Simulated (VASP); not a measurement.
Set up this calculation in VASP 6.6.1, as the native input.

```yaml
Task: relaxation of cell and atoms
Functional: RPBE
Dispersion: D4
Potentials_or_basis: VASP PAW PBE potentials, release 64 (Pt, S)
Cutoff: 600 eV
k_mesh: 9 × 9 × 5
Occupations: fermi-dirac, width 0.05 eV
Spin: no spin polarisation
Further_INCAR_settings: ALGO = Normal; EDIFF = 1e-06; IBRION = 2; EDIFFG = -0.02; NSW = 60; ISIF = 3
```

The structure of PtS2 lies in POSCAR:

```
PtS2
1.0
    3.5432000000      0.0000000000      0.0000000000
   -1.7716000000      3.0685012107      0.0000000000
    0.0000000000      0.0000000000      5.0388000000
Pt S
1 2
Direct
    0.0000000000      0.0000000000      0.0000000000
    0.6666666667      0.3333333333      0.7730000000
    0.3333333333      0.6666666667      0.2270000000
```

These files were run (other wordings do the same):

INCAR

```
ALGO = Normal ; EDIFF = 1E-6
EDIFFG = -0.02 ; ENCUT = 600
GGA = RP ; IBRION = 2
ISIF = 3 ; ISMEAR = -1
IVDW = 13 ; LASPH = True
LCHARG = False ; LREAL = False
LWAVE = False ; NELM = 100
NSW = 60 ; PREC = Accurate
SIGMA = 0.05
```

KPOINTS

```
k-points
0
Gamma
  9 9 5
```

Potentials or basis: VASP PAW PBE potentials, release 64 (Pt, S).

Launch:

```console
$ cat potpaw_PBE.64/Pt/POTCAR potpaw_PBE.64/S/POTCAR > POTCAR
$ mpirun -np 1 vasp_std > vasp.out
```

It gave:

The relaxed volume is 16.31 Å³/atom and the relaxed cell is a = 3.572 Å, b = 3.572 Å, c = 4.430 Å, α = 90.00°, β = 90.00°, γ = 120.00°. The space group after relaxing (to 0.05 Å) is P-3m1 (No. 164). The energy gained by relaxing is 74.2 meV/atom, the ionic steps are 21 and the pressure after relaxing is 0.0 GPa. The largest force after relaxing is 0.019 eV/Å, the band gap on the k mesh is none (metal or under the smearing width) and the dispersion energy per atom is -1.023 eV.

Caveat: the PAW data sets were made with another functional, which shifts forces and pressure a little; the volume moved by -11 % from the deposited cell, more than functionals usually miss; pairwise dispersion overbinds metals, which lowers pressure and volume.

It took 8.2 min on 1 thread of Intel(R) Xeon(R) Platinum 8259CL CPU @ 2.50GHz (Skylake/Cascade Lake), with other jobs on the host, peak memory 0.23 GiB.
